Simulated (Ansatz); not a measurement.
# ZnS (F-43m) in Ansatz: settings compared

One crystal, ZnS, is run at these levels: BLYP+D3(BJ), BLYP+D4, PBE; tasks: relaxation of cell and atoms, single point.

Program: Ansatz 0.2.0. These are calculated values, not measurements. Logs are shortened: lines on timing, memory, paths and dates and some standing lists are left out, and cuts for length are marked.

**Measured values to compare with.**

From “Electronic, vibrational, and thermodynamic properties of ZnS (zincblende and rocksalt structure)”, 2009, arxiv:0911.5022, for a bulk crystal of ZnS at 19 K: band gap 3.85 eV (direct).

The runs below are set against these values where they give the same quantity.

### 1 Starting point

It takes space group F-43m (No. 216, cubic). Conventional cell: a = 5.404 Å, b = 5.404 Å, c = 5.404 Å, α = 90.00°, β = 90.00°, γ = 90.00°. Around Zn (site symmetry -43m) lie 4 S at 2.34 Å. S (site symmetry -43m) has 4 Zn at 2.34 Å as nearest neighbours.

### 2 Relaxation of cell and atoms, BLYP+D3(BJ)

input.yaml

```yaml
crystal:
  lattice:
    - [0.0, 2.702, 2.702]
    - [2.702, 0.0, 2.702]
    - [2.702, 2.702, 0.0]
  atoms:
    - { symbol: Zn, position: [0.75, 0.75, 0.75] }
    - { symbol: S, position: [0.0, 0.0, 0.0] }
hamiltonian:
  xc: blyp
  pseudopotentials: { kind: paw }
  dispersion: d3bj
kpoints:
  mp_grid: { grid: [9, 9, 9] }
scf:
  occupations: { method: fermi_dirac, width: 0.05 }
output:
  forces: true
  stress: true
relax:
  f_tol: 0.01
  max_steps: 40
  cell: { stress_tol: 0.05 }
```

Potentials or basis: Ansatz PAW.

Run with:

```console
ansatz run input.yaml --threads 2 --pin off --max-ram 5632MiB --backend cpu --events-out ev --progress --plain --runs-dir out
```

The program printed:

```text
Warning: RAYON_NUM_THREADS=2 ignored (pool sized by the plan → 2); use --threads N
Engine: ansatz 0.2.0, x86_64-unknown-linux-gnu
Pseudopotentials: kind: paw
Pseudopotential: Zn, paw, valence charge 12, recommended cutoff 420 eV (normal), Zn.paw.azcp
Pseudopotential: S, paw, valence charge 6, recommended cutoff 420 eV (normal), S.paw.azcp
Functional definition: BLYP
  parameter beta = 0.0042
  parameter a = 0.04918
  parameter b = 0.132
  parameter c = 0.2533
  parameter d = 0.349
  exchange = b88_x(beta = beta)
  correlation = lyp_c(a = a, b = b, c = c, d = d)
Crystal: 2 atoms, lattice volume = 39.454 Å³
Basis set: ecut = 420 eV, 749 PW (Γ), exchange–correlation on 54×54×54 points (8 copies of the dense FFT grid, shifted against one another)
Bands: 13, of which v1, the nominal top of the filled ones, is band 9 counted from 1 (8 counted from 0)
Symmetry: 24 space group operations
Space group: F-43m (ITA 216), of the structure as read, at distance tolerance 3.4e-5 Å
k-points: 35 of 729 (time reversal used)
Non-local potential: Zn, projectors of the file, l = 0: 2, l = 1: 2, l = 2: 3, l = 3: 1
Non-local potential: S, projectors of the file, l = 0: 2, l = 1: 2, l = 2: 2
PAW form: soft (Blöchl's): semilocal exchange-correlation on the pseudo side does not see the compensation charge
PAW frozen core: Zn, regenerated for the run's functional, and the local potential with it (the file was generated under x = pbe(κ = 0.804, μ = 0.2195149727645171), c = pbe(β = 0.06672455060314922))
PAW frozen core: S, regenerated for the run's functional, and the local potential with it (the file was generated under x = pbe(κ = 0.804, μ = 0.2195149727645171), c = pbe(β = 0.06672455060314922))
PAW one-centre angular grid: Zn, 590 points (default); XC on 64 Gauss nodes
PAW one-centre angular grid: S, 110 points (default); XC on 64 Gauss nodes
Initial density: superposition of atomic densities (neutral atoms: chi_scale 0, normalization atom), corrected by the library's trained network
Initial wavefunctions: pseudopotential atomic-orbital guess
Functional: x = b88, c = lyp
SCF iter   1: F=—  HF=-4238.143135 eV  |F-HF|=—  |Δ(HF+E_count)|=         —  Δρ=5.99e-3  dr2=1.66e-2  ethr=1.77e-3  ⟨swp⟩=5.3  Hψ=2687  notcnv=0
preconditioner: auto → none  [insulator: Δε(μ)=2.139 eV  Ē_g=12.325 eV  σ=0.050 eV  W_gap=1.00  n_scr=14 (ndim 8)  ℏωp=25.1 eV  f_vac=0.026  D(μ)=0.00/eV (n_scr^D=0)  ε∞_Penn≈5.1]
SCF iter   2: F=—  HF=-4238.137662 eV  |F-HF|=—  |Δ(HF+E_count)|=   5.47e-3  Δρ=1.64e-3  dr2=1.29e-3  ethr=9.24e-5  ⟨swp⟩=2.3  Hψ=1070  notcnv=0
SCF iter   3: F=—  HF=-4238.137291 eV  |F-HF|=—  |Δ(HF+E_count)|=   3.71e-4  Δρ=9.99e-4  dr2=1.79e-4  ethr=7.18e-6  ⟨swp⟩=2.6  Hψ=714  notcnv=0
SCF iter   4: F=—  HF=-4238.137273 eV  |F-HF|=—  |Δ(HF+E_count)|=   1.85e-5  Δρ=4.94e-4  dr2=8.00e-5  ethr=9.97e-7  ⟨swp⟩=2.0  Hψ=723  notcnv=0
SCF iter   5: F=—  HF=-4238.137258 eV  |F-HF|=—  |Δ(HF+E_count)|=   1.48e-5  Δρ=9.33e-5  dr2=1.94e-6  ethr=4.45e-7  ⟨swp⟩=2.3  Hψ=754  notcnv=0
SCF iter   6: F=-4238.137258 eV  HF=-4238.137258 eV  |F-HF|=1.41e-8  |Δ(HF+E_count)|=   2.93e-7  Δρ=1.33e-5  dr2=3.30e-8  ethr=5.56e-10  ⟨swp⟩=3.0  Hψ=1975  notcnv=0
SCF 1 converged in 6 iterations: F = -4238.137258 eV  dr2 = 3.30e-8
relax step   1: F+E_penalty+E_count = -4238.13725814 eV  Δ(F+E_penalty+E_count) = +0.000e0 eV  max|allowed force component| = 2.128e-16 eV/Å  Δτ_max = 0.0000 Å  P = -0.807 GPa  Ω = 39.454 Å³  (6 SCF iters, dr2 threshold 1.00e-7 eV, accepted)
Crystal: 2 atoms, lattice volume = 39.208 Å³
Initial density: handed on by an earlier stage of this run
Initial wavefunctions: those handed on with the density
iter 1 solved again at ethr=3.02e-7 eV; its pass at ethr=3.10e-3 eV (dr2=5.44e-5 eV) is discarded
SCF iter   1: F=—  HF=-4238.138211 eV  |F-HF|=—  |Δ(HF+E_count)|=         —  Δρ=3.05e-4  dr2=4.59e-5  ethr=3.02e-7  ⟨swp⟩=2.0  Hψ=3059  notcnv=0
preconditioner: auto → none  [insulator: Δε(μ)=2.123 eV  Ē_g=12.336 eV  σ=0.050 eV  W_gap=1.00  n_scr=14 (ndim 8)  ℏωp=25.2 eV  f_vac=0.028  D(μ)=0.00/eV (n_scr^D=0)  ε∞_Penn≈5.2]
SCF iter   2: F=—  HF=-4238.138220 eV  |F-HF|=—  |Δ(HF+E_count)|=   9.73e-6  Δρ=1.14e-4  dr2=4.84e-6  ethr=2.55e-7  ⟨swp⟩=2.0  Hψ=606  notcnv=0
SCF iter   3: F=—  HF=-4238.138220 eV  |F-HF|=—  |Δ(HF+E_count)|=   8.21e-7  Δρ=7.84e-5  dr2=1.36e-6  ethr=2.69e-8  ⟨swp⟩=2.2  Hψ=720  notcnv=0
SCF iter   4: F=—  HF=-4238.138219 eV  |F-HF|=—  |Δ(HF+E_count)|=   1.78e-7  Δρ=2.62e-5  dr2=1.73e-7  ethr=1.11e-9  ⟨swp⟩=3.0  Hψ=1927  notcnv=0
SCF iter   5: F=-4238.138219 eV  HF=-4238.138219 eV  |F-HF|=1.03e-9  |Δ(HF+E_count)|=   1.29e-7  Δρ=4.47e-6  dr2=5.27e-9  ethr=9.62e-10  ⟨swp⟩=4.3  Hψ=1539  notcnv=0
SCF 2 converged in 5 iterations: F = -4238.138219 eV  dr2 = 5.27e-9
relax step   2: F+E_penalty+E_count = -4238.13821928 eV  Δ(F+E_penalty+E_count) = -9.611e-4 eV  max|allowed force component| = 2.776e-17 eV/Å  Δτ_max = 0.0000 Å  P = -0.350 GPa  Ω = 39.208 Å³  energy of the carried Pulay correction = +7.062e-5 eV  (5 SCF iters, dr2 threshold 2.00e-7 eV, accepted)
Crystal: 2 atoms, lattice volume = 39.021 Å³
iter 1 solved again at ethr=1.78e-7 eV; its pass at ethr=3.10e-3 eV (dr2=3.21e-5 eV) is discarded
SCF iter   1: F=—  HF=-4238.138459 eV  |F-HF|=—  |Δ(HF+E_count)|=         —  Δρ=2.35e-4  dr2=2.72e-5  ethr=1.78e-7  ⟨swp⟩=2.0  Hψ=3063  notcnv=0
preconditioner: auto → none  [insulator: Δε(μ)=2.145 eV  Ē_g=12.359 eV  σ=0.050 eV  W_gap=1.00  n_scr=14 (ndim 8)  ℏωp=25.2 eV  f_vac=0.028  D(μ)=0.00/eV (n_scr^D=0)  ε∞_Penn≈5.2]
SCF iter   2: F=—  HF=-4238.138475 eV  |F-HF|=—  |Δ(HF+E_count)|=   1.52e-5  Δρ=8.61e-5  dr2=2.85e-6  ethr=1.51e-7  ⟨swp⟩=2.1  Hψ=626  notcnv=0
SCF iter   3: F=—  HF=-4238.138474 eV  |F-HF|=—  |Δ(HF+E_count)|=   4.62e-7  Δρ=6.29e-5  dr2=8.55e-7  ethr=1.58e-8  ⟨swp⟩=2.0  Hψ=717  notcnv=0
SCF iter   4: F=-4238.138474 eV  HF=-4238.138474 eV  |F-HF|=2.66e-7  |Δ(HF+E_count)|=   1.08e-7  Δρ=2.08e-5  dr2=1.09e-7  ethr=1.11e-9  ⟨swp⟩=3.0  Hψ=1890  notcnv=0
SCF 3 converged in 4 iterations: F = -4238.138474 eV  dr2 = 1.09e-7
relax step   3: F+E_penalty+E_count = -4238.13847388 eV  Δ(F+E_penalty+E_count) = -2.546e-4 eV  max|allowed force component| = 7.401e-17 eV/Å  Δτ_max = 0.0000 Å  P = +0.007 GPa  Ω = 39.021 Å³  energy of the carried Pulay correction = +1.245e-4 eV  (4 SCF iters, dr2 threshold 2.00e-7 eV, accepted)
Initial wavefunctions: pseudopotential atomic-orbital guess (no wavefunctions were taken with the density)
iter 1 solved again at ethr=2.24e-7 eV; its pass at ethr=3.10e-3 eV (dr2=4.04e-5 eV) is discarded
SCF iter   1: F=—  HF=-4238.138324 eV  |F-HF|=—  |Δ(HF+E_count)|=         —  Δρ=1.59e-5  dr2=6.04e-8  ethr=2.24e-7  ⟨swp⟩=3.0  Hψ=3927  notcnv=0
preconditioner: auto → none  [insulator: Δε(μ)=2.143 eV  Ē_g=12.360 eV  σ=0.050 eV  W_gap=1.00  n_scr=14 (ndim 8)  ℏωp=25.2 eV  f_vac=0.030  D(μ)=0.00/eV (n_scr^D=0)  ε∞_Penn≈5.2]
SCF iter   2: F=—  HF=-4238.138347 eV  |F-HF|=—  |Δ(HF+E_count)|=   2.28e-5  Δρ=3.52e-5  dr2=2.55e-7  ethr=3.35e-10  ⟨swp⟩=2.5  Hψ=851  notcnv=0
SCF iter   3: F=—  HF=-4238.138347 eV  |F-HF|=—  |Δ(HF+E_count)|=   6.72e-8  Δρ=6.58e-6  dr2=6.07e-9  ethr=3.35e-10  ⟨swp⟩=2.0  Hψ=735  notcnv=0
SCF iter   4: F=—  HF=-4238.138347 eV  |F-HF|=—  |Δ(HF+E_count)|=   2.14e-9  Δρ=1.62e-6  dr2=1.06e-9  ethr=3.37e-11  ⟨swp⟩=2.0  Hψ=763  notcnv=0
SCF iter   5: F=—  HF=-4238.138347 eV  |F-HF|=—  |Δ(HF+E_count)|=  1.11e-10  Δρ=3.00e-7  dr2=2.07e-11  ethr=5.87e-12  ⟨swp⟩=2.3  Hψ=642  notcnv=0
SCF iter   6: F=-4238.138347 eV  HF=-4238.138347 eV  |F-HF|=9.09e-13  |Δ(HF+E_count)|=  2.55e-11  Δρ=6.63e-8  dr2=5.77e-13  ethr=1.00e-12  ⟨swp⟩=5.2  Hψ=1863  notcnv=0
SCF 4 converged in 6 iterations: F = -4238.138347 eV  dr2 = 5.77e-13
relax step   4: F+E_penalty+E_count = -4238.13834713 eV  Δ(F+E_penalty+E_count) = +1.268e-4 eV  max|allowed force component| = 8.327e-17 eV/Å  Δτ_max = 0.0000 Å  P = +0.007 GPa  Ω = 39.021 Å³  stress off target by 7.41e-3 GPa  SCF on the basis re-selected at this cell (its energy is not comparable with the rows above)  (6 SCF iters)
basis re-selected at this cell: Δ(F+E_penalty+E_count) = +1.268e-4 eV, ΔP = +0.000 GPa vs the last step (what re-selecting the basis moved, of the pressure what is left beyond the Pulay correction that the steps carried, after the strain that the cell walked since its last selection, with what the two solves' SCF thresholds leave and, on support functions, any second-order correction that the steps lacked; it is no measure of the basis error at this ecutwfc). This SCF's stress stands 7.41e-3 GPa from its target on what of the cell is left free (relax.cell.stress_tol is 5.00e-2 GPa) and its largest allowed force component is 8.33e-17 eV/Å (relax.f_tol is 1.00e-2 eV/Å): within both
SCF converged after 6 iterations
Free energy (F): -4238.138347 eV
Harris-Foulkes:  -4238.138347 eV  (|F-HF|=9.09e-13)
Internal energy: -4238.138347 eV  (E = F + TS)
E sigma→0 (E₀):  -4238.138347 eV
Fermi energy:    7.405522 eV
--- Per-component energies (eV) ---
  E_band       = 12.676607
  E_kinetic    = 240.229490
  E_local      = -2034.480525  (includes V_loc(G=0)·N_el)
  E_nonlocal   = 641.024888
  E_hartree    = 852.408007
  E_xc         = -232.831075
  E_vxc        = -136.971325  (∫ρ·V_xc dr)
  E_paw        = -2445.096797  (= ΣΔE_a)
  E_vpaw       = -401.941579  (= ΣTr[D̂ρ^β])
  E_aug_tail   = -0.000374  (compensation charges beyond the density's cutoff)
  E_ewald      = -1257.993281
  E_disp       = -1.350837  (pairwise vdW)
  E_core_change = -0.047843  (= ΣΔE_core)
  E_smearing   = -0.000000  (= −TS)
  E_closure    = 0.000000  (closes the sum)
  Σ components = -4238.138347   (vs F -4238.138347, Δ=0.00e0)
--- Forces (eV/Å), atoms counted from 1 ---
  atom   1  Zn     0.00000000    -0.00000000    -0.00000000
  atom   2  S     -0.00000000     0.00000000     0.00000000
  max |Σ_I F_I| component: 5.55e-17 eV/Å
--- Stress (GPa, compression-positive) ---
        0.007406      -0.000000      -0.000000
       -0.000000       0.007406      -0.000000
       -0.000000      -0.000000       0.007406
  P = ⅓ Tr σ = 0.0074 GPa (0.074 kbar)
--- Relaxed structure (3 steps of the walk, 3 accepted, 1 SCFs on fresh bases) ---
  F+E_penalty+E_count = -4238.13834713 eV   max|allowed force component| = 8.327e-17 eV/Å   (the final SCF, on the basis selected at the relaxed cell)
  cell:  # Å, volume = 39.0210 Å³
    - [-3.8470058848361704e-33, 2.6920897772749215, 2.6920897772749215]
    - [2.6920897772749215, -5.477524935362759e-34, 2.6920897772749215]
    - [2.6920897772749215, 2.6920897772749215, 3.617714143355869e-33]
  atoms:
    - { symbol: Zn, position: [0.7499999999999998, 0.7499999999999998, 0.7499999999999998] }
    - { symbol: S, position: [4.165304630833792e-34, -6.4372889749249515e-34, -5.442367726205293e-34] }
```

Wall time 5.6 s (2 threads of Intel Xeon at 2.70GHz, shared host); peak memory 0.35 GiB.

Results:

```
Free energy                            : -4238.1383 eV
Relaxed volume                         : 19.51 Å³/atom
Relaxed cell                           : a = 3.807 Å, b = 3.807 Å, c = 3.807 Å, α = 60.00°, β = 60.00°, γ = 60.00°
Space group after relaxing (to 0.05 Å) : F-43m (No. 216)
Energy gained by relaxing              : 0.5 meV/atom
Ionic steps                            : 4
Pressure after relaxing                : 0.0 GPa
Band gap on the k mesh                 : 2.14 eV
```

The path:
```
step  energy change (eV)  largest force (eV/Å)  volume (Å³)
   1              0.0000                0.0000        39.45
   2             -0.0010                0.0000        39.21
   3             -0.0012                0.0000        39.02
   4             -0.0011                0.0000        39.02
```

Final structure:
```yaml
crystal:
  lattice:
    - [0.00000, 2.69209, 2.69209]
    - [2.69209, 0.00000, 2.69209]
    - [2.69209, 2.69209, 0.00000]
  atoms:
    - { symbol: Zn, position: [0.75000, 0.75000, 0.75000] }
    - { symbol: S, position: [0.00000, 0.00000, 0.00000] }
```

Caveat: odd divisions of the mesh miss points on the zone boundary, where band edges often lie, so the gap on the mesh can be too wide; the plane-wave basis is chosen anew once the cell has moved, so the energies of steps on either side of that aren't comparable; the PAW data sets come from PBE, with cores solved anew for the run's functional, which leaves a small shift of forces and pressure. A k mesh can miss the band edges.

### 3 Relaxation of cell and atoms, BLYP+D4

input.yaml: that of step 2 with these lines changed.

```diff
@@ -11,3 +11,3 @@
   pseudopotentials: { kind: paw }
-  dispersion: d3bj
+  dispersion: d4
 kpoints:
```

Potentials or basis: Ansatz PAW.

Run with:

```console
ansatz run input.yaml --threads 2 --pin off --max-ram 5632MiB --backend cpu --events-out ev --progress --plain --runs-dir out
```

Wall time 2.4 s (2 threads of Intel Xeon at 2.70GHz, shared host); peak memory 0.35 GiB.

The run converged. Its results:

| Quantity | Value |
| --- | --- |
| Free energy | -4237.9603 eV |
| Energy gained by relaxing | 0.0 meV/atom |
| Ionic steps | 2 |
| Pressure after relaxing | 0.0 GPa |
| Band gap on the k mesh | 2.09 eV |

Final structure:
```yaml
crystal:
  lattice:
    - [0.00000, 2.70200, 2.70200]
    - [2.70200, 0.00000, 2.70200]
    - [2.70200, 2.70200, 0.00000]
  atoms:
    - { symbol: Zn, position: [0.75000, 0.75000, 0.75000] }
    - { symbol: S, position: [0.00000, 0.00000, 0.00000] }
```

Caveat: odd divisions of the mesh miss points on the zone boundary, where band edges often lie, so the gap on the mesh can be too wide; the plane-wave basis is chosen anew once the cell has moved, so the energies of steps on either side of that aren't comparable; the PAW data sets come from PBE, with cores solved anew for the run's functional, which leaves a small shift of forces and pressure.

### 4 Single point, PBE

input.yaml

```yaml
crystal:
  lattice:
    - [0.0, 2.702, 2.702]
    - [2.702, 0.0, 2.702]
    - [2.702, 2.702, 0.0]
  atoms:
    - { symbol: Zn, position: [0.75, 0.75, 0.75] }
    - { symbol: S, position: [0.0, 0.0, 0.0] }
hamiltonian:
  xc: pbe
  pseudopotentials: { kind: paw }
kpoints:
  mp_grid: { grid: [9, 9, 9] }
scf:
  occupations: { method: gaussian, width: 0.029 }
output:
  forces: true
  stress: true
  eigenvalues: true
  write_density: true
  write_potential: true
  elf: true
  volumetric_format: npy
```

Run with:

```console
ansatz run input.yaml --threads 2 --pin off --max-ram 5632MiB --backend cpu --events-out ev --progress --plain --runs-dir out
```

Wall time 1.9 s (2 threads of Intel Xeon at 2.70GHz, shared host); peak memory 0.34 GiB.

It converged, with:

| Quantity | Value |
| --- | --- |
| Free energy | -4222.7301 eV |
| Pressure | 1.6 GPa |
| Band gap on the k mesh | 2.11 eV, direct |

Levels at points of the mesh, in eV from the valence-band top:
```tsv
k point	band 6	band 7	band 8	band 9	band 10	band 11	band 12	band 13
(0.00, 0.00, 0.00)	-5.83	0.00	0.00	0.00	2.11	6.37	6.37	6.37
```

Caveat: odd divisions of the mesh miss points on the zone boundary, where band edges often lie, so the gap on the mesh can be too wide.

### 5 Overview

```tsv
task	level	cell	smearing	gap on the mesh (eV)	pressure (GPa)	relaxed volume (Å³/atom)
relaxation of cell and atoms	BLYP+D3(BJ)	relaxed	fermi-dirac 0.05 eV	2.14	0.0	19.51
relaxation of cell and atoms	BLYP+D4	relaxed	fermi-dirac 0.05 eV	2.09	0.0	19.73
single point	PBE	as given	gaussian 0.029 eV	2.11	1.6	-
```

Alike in all rows: potentials or basis Ansatz PAW; no spin polarisation; k mesh 9 × 9 × 9; cutoff (eV) 420.

Caveats: odd divisions of the mesh miss points on the zone boundary, where band edges often lie, so the gap on the mesh can be too wide; the plane-wave basis is chosen anew once the cell has moved, so the energies of steps on either side of that aren't comparable (some runs); the PAW data sets come from PBE, with cores solved anew for the run's functional, which leaves a small shift of forces and pressure (some runs).

Total energies depend on the potentials used, so only differences within one code and one set of settings carry meaning.

### 6 Comparison with measurements

Step 4. Against the measured gap of ZnS, 3.85 eV (direct; 19 K; quoted in “Electronic, vibrational, and thermodynamic properties of ZnS (zincblende and rocksalt structure)”, 2009, arxiv:0911.5022), the calculated 2.11 eV is off by -1.74 eV. The value is that of PBE, without temperature or zero-point motion. Semilocal functionals fall short of measured gaps as a rule.
